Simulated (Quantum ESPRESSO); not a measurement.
As, 2 atoms in the cell. Symmetry: R-3m, No. 166, trigonal system. The conventional cell has a = 3.762 Å, b = 3.762 Å, c = 10.542 Å, α = 90.00°, β = 90.00°, γ = 120.00°. As (site symmetry 3m) has 3 As at 2.51 Å as nearest neighbours. 

* Program: Quantum ESPRESSO 7.5
* Task: phonons
* Functional: vdW-DF-cx
* Potentials or basis: PseudoDojo 0.4.1 SR PBE standard
* Cutoff: 1143 eV
* Density cutoff: 4572 eV
* k mesh: 6 × 6 × 6
* Occupations: cold, width 0.2 eV
* Spin: no spin polarisation
* Mixing beta: 0.5
* Most SCF iterations: 120
* SCF threshold: 4e-10 Ry

Potentials or basis: PseudoDojo 0.4.1 SR PBE standard.

Run with:

```bash
$ OMP_NUM_THREADS=1 mpirun -n 4 pw.x -nk 4 -in pw.in > pw.out
$ OMP_NUM_THREADS=1 mpirun -n 4 pw.x -nk 4 -in relax.in > relax.out
$ OMP_NUM_THREADS=1 mpirun -n 4 pw.x -nk 4 -in scf2.in > scf2.out
$ OMP_NUM_THREADS=1 mpirun -n 4 ph.x -nk 4 -in ph.in > ph.out
$ OMP_NUM_THREADS=1 mpirun -n 1 dynmat.x -in dynmat.in > dynmat.out
```

Hardware: 4 MPI ranks on Arm Neoverse V1, on a shared host.

Problem. How long does it take, and how much memory?

Solution. Wall time 8.9 min on 4 MPI ranks on Arm Neoverse V1, on a shared host, peak memory 1 GiB a rank. Counts: scf iterations 82, k pools 4, bands 22, ion steps 11, k points 32, g dense 30201.
